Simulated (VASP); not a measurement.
**CaO (CsCl): gaps by functional in VASP**

```
CELL_PARAMETERS angstrom
2.90321 0.00000 0.00000
0.00000 2.90321 0.00000
0.00000 0.00000 2.90321
ATOMIC_POSITIONS crystal
Ca 0.00000 0.00000 0.00000
O 0.50000 0.50000 0.50000
```

All runs share this cell. Band v is the last that the valence electrons fill when counted band by band, and c is the next. A negative gap between them is a band overlap, as in a metal.

```csv
level,gap (eV),least direct gap (eV),pressure (GPa)
HSE06,4.47,4.82,1.3
PBE,2.76,3.06,4.3
r²SCAN,3.28,3.58,1.0
LDA,2.59,2.90,-6.0
PBEsol,2.68,2.99,-1.1
```
